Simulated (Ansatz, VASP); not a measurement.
**Two plane-wave programs on Sn**

```
CELL_PARAMETERS angstrom
-2.94014 2.94014 1.59930
2.94014 -2.94014 1.59930
2.94014 2.94014 -1.59930
ATOMIC_POSITIONS crystal
Sn 0.75000 0.25000 0.50000
Sn 0.00000 0.00000 0.00000
```

Alike in both runs: task single point; functional PBEsol; k mesh 6 × 6 × 6; occupations gaussian, width 0.1 eV; no spin polarisation.

|  | VASP | Ansatz |
| --- | --- | --- |
| version | VASP 6.6.1 | Ansatz 0.2.0 |
| potentials or method | VASP PAW PBE potentials, release 64 (Sn_d) | scalar-relativistic, plane waves, PAW |
| plane-wave cutoff (eV) | 520 | 420 |
| valence electrons in the cell | 28 | 28 |

```tsv
	VASP	Ansatz	Ansatz less VASP
gap on the k mesh at the Fermi level (eV)	none	none	-
pressure (GPa)	-1.6	-1.5	+0.05
largest component of the traceless stress (GPa)	0.97	0.96	-0.010
```

A gap of «none» marks a metal or a gap that the smearing closes.

Caveats: the k mesh is coarse (spacing up to 0.37 Å⁻¹), so the values aren't converged; the PAW data sets were made with another functional, which shifts forces and pressure a little (VASP).
